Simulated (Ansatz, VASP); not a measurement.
# One calculation of HfSi3, two programs

Contents of INCAR:

```
ALGO = Normal ; EDIFF = 1E-6
ENCUT = 520 ; GGA = PE
ISIF = 2 ; ISMEAR = 0
LASPH = True ; LCHARG = False
LREAL = False ; LWAVE = False
NBANDS = 19 ; NELM = 100
PREC = Accurate ; SIGMA = 0.1
```

KPOINTS

```
k-points
0
Gamma
  6 6 6
```

POSCAR

```
HfSi3
1.0
   -1.9327287453      1.9327287453      4.3172642103
    1.9327287453     -1.9327287453      4.3172642103
    1.9327287453      1.9327287453     -4.3172642103
Hf Si
1 3
Direct
    0.0000000000      0.0000000000      0.0000000000
    0.5000000000      0.5000000000      0.0000000000
    0.2500000000      0.7500000000      0.5000000000
    0.7500000000      0.2500000000      0.5000000000
```

Input for Ansatz:

```yaml
crystal:
  lattice:
    - [-1.9327287453, 1.9327287453, 4.3172642103]
    - [1.9327287453, -1.9327287453, 4.3172642103]
    - [1.9327287453, 1.9327287453, -4.3172642103]
  atoms:
    - { symbol: Hf, position: [0.0, 0.0, 0.0] }
    - { symbol: Si, position: [0.5, 0.5, 0.0] }
    - { symbol: Si, position: [0.25, 0.75, 0.5] }
    - { symbol: Si, position: [0.75, 0.25, 0.5] }
basis:
  ecutwfc: 420
kpoints:
  mp_grid: { grid: [6, 6, 6] }
hamiltonian:
  xc: pbe
scf:
  occupations: { method: gaussian, width: 0.1 }
  lower_state_search: "off"
output:
  forces: true
  stress: true
  eigenvalues: true
```

Alike in both runs: task single point; functional PBE; k mesh 6 × 6 × 6; occupations gaussian, width 0.1 eV; no spin polarisation.

|  | VASP | Ansatz |
| --- | --- | --- |
| version | VASP 6.6.1 | Ansatz 0.2.0 |
| potentials or method | VASP PAW PBE potentials, release 64 (Hf_pv, Si) | scalar-relativistic, plane waves, PAW |
| plane-wave cutoff (eV) | 520 | 420 |
| valence electrons in the cell | 22 | 38 |

```tsv
	VASP	Ansatz	Ansatz less VASP
gap on the k mesh at the Fermi level (eV)	none	none	-
pressure (GPa)	-3.1	-2.9	+0.14
largest component of the traceless stress (GPa)	4.47	4.50	+0.029
```

A gap of «none» marks a metal or a gap that the smearing closes. The two sets of potentials don't hold the same shells in valence.

Caveats: the k mesh is coarse (spacing up to 0.38 Å⁻¹), so the values aren't converged. Spin-orbit coupling is left out, which matters for the levels of Hf.
